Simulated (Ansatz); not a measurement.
**Stationary points along a deformation path in AlN**

Computed with DFT LDA, scalar-relativistic, plane waves, PAW (Ansatz). Settings: plane waves to 420 eV, k-mesh 10×10×10 (Γ-centred), Gaussian smearing 0.05 eV. No spin polarisation. Energies are free energies at this smearing, counted from the undisturbed cell; pressure is positive in compression.

The undisturbed cell (as given, not relaxed at this level; it stands at -11.0 GPa; this rock-salt form isn't the usual structure):

```
Al N
1.0
     0.00000    2.03452    2.03452
     2.03452    0.00000    2.03452
     2.03452    2.03452    0.00000
Al N
1 1
Direct
  0.50000 0.50000 0.50000
  0.00000 0.00000 0.00000
```

At fixed volume and fractional coordinates, lengths along (0.577, 0.577, 0.577) are scaled against those across it; ρ is that ratio over its starting value. V = 8.421 Å³/atom. Δσ is the stress along the axis less the mean stress across it (compression positive).

```csv
ρ,ΔE (meV/atom),Δσ (GPa),space group
0.500,1597.1,0.00,Pm-3m
0.600,1408.5,62.58,R-3m
0.710,874.9,106.83,R-3m
0.850,247.6,79.75,R-3m
0.930,53.7,40.91,R-3m
1.000,0.0,0.00,Fm-3m
1.080,67.2,-51.00,R-3m
1.200,399.6,-130.67,R-3m
1.410,1465.3,-220.38,R-3m
1.700,2688.2,-151.25,R-3m
2.000,3426.7,-115.63,R-3m
```

Task: How does the stress give the slope of the energy, and where is the energy stationary?

Result: Along the path d ln(length) is 2/3 d ln ρ on the axis and −1/3 d ln ρ across it, so dE/d ln ρ = −(2/3) V Δσ: the energy falls with ρ where Δσ is positive. Δσ vanishes or changes sign at ρ = 0.500 (Pm-3m, an end of the scan), at 1597.1 meV/atom; at ρ = 1.000 (Fm-3m), a minimum at 0.0 meV/atom. Pairs of stationary points between two samples would go unseen, and could change a minimum read from distant neighbours into a maximum. At ρ = 0.500, 1.000 the cell is cubic, where symmetry alone makes the stress isotropic and the slope zero.

Task: Which shear constant sets the curvature at ρ = 1?

Result: For a cubic crystal E/V = (2/3) C (ln ρ)² with C = C44, so Δσ = −2C ln ρ. The parabola of Δσ against ln ρ through ρ = 0.930, 1 and 1.080 gives C ≈ 306 GPa with the ions clamped, rough because the steps are large. It is the stress–strain coefficient at this cell's pressure of -11.0 GPa, not the zero-pressure constant.

The gap closes along the scan, which can put kinks into the curve.